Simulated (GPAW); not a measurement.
The system is Sb.

```xyz
2
Lattice="4.5067 0.0000 0.0000 2.4472 3.7843 0.0000 2.4472 1.3318 3.5422" Properties=species:S:1:pos:R:3 pbc="T T T"
Sb    7.2061    3.9215    2.7152
Sb    2.1951    1.1946    0.8271
```

```yaml
Program: GPAW 26.7.0
Task: relaxation of cell and atoms
Functional: RPBE
Dispersion: D3(BJ)
Potentials_or_basis: the program's PAW data sets (release 1.2.1) made for this functional
Cutoff: 600 eV
Basis: pw
k_mesh: 5 × 5 × 5
Occupations: fermi-dirac, width 0.05 eV
Spin: no spin polarisation
```

At the start: pressure -12.5 GPa; volume 30.21 Å³/atom.

How do energy, volume and symmetry change on relaxing?

Over 14 steps the energy falls by 425.0 meV/atom and the volume is 22.88 Å³/atom (-24.3 %); space group R-3m (No. 166, to 0.05 Å).

The path:
| step | energy change (eV) | largest force (eV/Å) | pressure (GPa) | volume (Å³) |
| --- | --- | --- | --- | --- |
| 1 | 0.0000 | 0.1344 | -12.48 | 60.41 |
| 2 | -0.2163 | 0.4475 | -10.62 | 57.44 |
| 3 | -0.5575 | 1.9161 | 7.85 | 45.09 |
| 4 | -0.6521 | 1.2407 | -0.04 | 48.07 |
| 5 | -0.7022 | 0.9455 | -0.61 | 47.83 |
| 6 | -0.8006 | 0.2565 | 0.43 | 46.04 |
| 7 | -0.8088 | 0.0033 | 0.56 | 45.86 |
| 8 | -0.8143 | 0.0370 | -0.03 | 46.15 |
| 9 | -0.8262 | 0.1479 | -3.16 | 47.36 |
| 10 | -0.8351 | 0.1311 | -1.61 | 46.69 |
| 11 | -0.8442 | 0.0865 | -0.31 | 46.07 |
| 12 | -0.8498 | 0.0111 | 0.35 | 45.64 |
| 13 | -0.8499 | 0.0037 | 0.07 | 45.72 |
| 14 | -0.8500 | 0.0014 | 0.00 | 45.75 |

Final structure:
```yaml
crystal:
  lattice:
    - [4.18811, 0.08257, 0.05717]
    - [2.34359, 3.47199, 0.05717]
    - [2.34359, 1.27538, 3.22976]
  atoms:
    - { symbol: Sb, position: [0.75002, 0.75002, 0.75002] }
    - { symbol: Sb, position: [0.24998, 0.24998, 0.24998] }
```

Caveat: later steps reuse the first step's grids; the volume moved by over 15 % at a fixed basis, so the end points are rough; the volume moved by -24 % from the deposited cell, more than functionals usually miss; pairwise dispersion overbinds metals, which lowers pressure and volume.
